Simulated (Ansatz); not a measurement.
C:

```
CELL_PARAMETERS angstrom
2.12732 -1.22828 0.00000
2.12732 1.22828 0.00000
-1.37907 0.00000 3.50283
ATOMIC_POSITIONS crystal
C 0.16664 0.16664 0.99991
C 0.83336 0.83336 0.00009
```

This is a stacking variant of graphite.

Program: Ansatz 0.2.0. Alike in all runs: potentials or basis Ansatz PAW; no spin polarisation; cell as given; k mesh 13 × 13 × 8.

Q: Order these runs on this cell by their pressure, lowest first.
A. level BLYP; cutoff (eV) 420; smearing fermi-dirac 0.05 eV; points for each segment of the path 14
B. level r2SCAN; cutoff (eV) 500; smearing fermi-dirac 0.05 eV; points for each segment of the path 14
C. level PBE; cutoff (eV) 420; smearing gaussian 0.015 eV

A: B (-0.2 GPa), C (3.8 GPa), A (6.4 GPa).

Caveats: this functional lacks dispersion, which binds the layers, so the pressure and a relaxed spacing across them are unreliable (some runs); the PAW data sets come from PBE, with cores solved anew for the run's functional, which leaves a small shift of forces and pressure (some runs).
